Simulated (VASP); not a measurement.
Input of a VASP 6.6.1 run:

File INCAR:

```
ALGO = Normal
EDIFF = 1E-6
EDIFFG = -0.005
ENCUT = 600
IBRION = 2
ISIF = 3
ISMEAR = 0
KPAR = 2
LASPH = True
LATTICE_CONSTRAINTS = .TRUE. .TRUE. .FALSE.
LCHARG = False
LREAL = False
LWAVE = False
NELM = 120
NSW = 60
PREC = Accurate
SIGMA = 0.03
```

Contents of KPOINTS:

```
k-points
0
Gamma
  12 12 1
```

Contents of POSCAR:

```
SnS2
1.0
    3.6800000000      0.0000000000      0.0000000000
   -1.8400000000      3.1869734900      0.0000000000
    0.0000000000      0.0000000000     18.9600000000
S Sn
2 1
Direct
    0.3333330000      0.6666670000      0.4219409300
    0.6666670000      0.3333330000      0.5780590700
    0.0000000000      0.0000000000      0.5000000000
```

Potentials or basis: VASP PAW LDA potentials, release 64 (S, Sn_d).

Run with:

```sh
$ cat potpaw_LDA.64/S/POTCAR potpaw_LDA.64/Sn_d/POTCAR > POTCAR
$ mpirun -np 2 vasp_std > vasp.out
```

Task: Estimate the relaxed volume.

Result: 71.60 Å³/atom.

Task: Predict the band gap on the k mesh.

Result: 1.48 eV, indirect (least direct gap 1.76 eV).

Final structure:
```yaml
crystal:
  lattice:
    - [3.61686, 0.00000, 0.00000]
    - [-1.80843, 3.13229, 0.00000]
    - [0.00000, 0.00000, 18.96000]
  atoms:
    - { symbol: S, position: [0.33333, 0.66667, 0.42256] }
    - { symbol: S, position: [0.66667, 0.33333, 0.57744] }
    - { symbol: Sn, position: [0.00000, 0.00000, 0.50000] }
```

Caveat: spin-orbit coupling is left out, which moves the levels of the heavy elements.
